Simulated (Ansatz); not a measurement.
# Bi: equation of state with HSE06

The system is Bi.

```
Bi
1.0
     3.23838    0.00000    0.00000
     0.00000    3.22164    0.00000
    -0.08045    0.00000    6.44389
Bi
2
Direct
  0.54425 0.00000 0.74958
  0.45575 0.00000 0.25042
```

This isn't the form of Bi at room conditions, which is rhombohedral.

* Program: Ansatz 0.2.0
* Task: equation of state
* Functional: HSE06
* Potentials or basis: Ansatz PAW
* Cutoff: 420 eV
* Density cutoff: 1680 eV
* k mesh: 6 × 6 × 4
* Occupations: fermi-dirac, width 0.05 eV
* Spin: no spin polarisation

The equilibrium volume is 33.95 Å³/atom and the bulk modulus at fixed shape and positions is 54 GPa. The pressure derivative of the bulk modulus is 4.6.

Energy against volume, from the lowest point:
| volume (Å³/atom) | energy (meV/atom) |
| --- | --- |
| 31.597 | 30.98 |
| 32.270 | 14.95 |
| 32.942 | 4.84 |
| 33.614 | 0.04 |
| 34.286 | 0.00 |
| 34.959 | 4.21 |
| 35.631 | 12.22 |

All runs of the series together: 3.7 min on 2 threads of AMD EPYC 7R13 Processor (Zen 3) (shared host).

Caveat: the cell was scaled at fixed shape and fractional positions, which overstates the stiffness of a crystal with free parameters, most of all of layers and chains; the PAW data sets were made with another functional, which shifts forces and pressure a little.
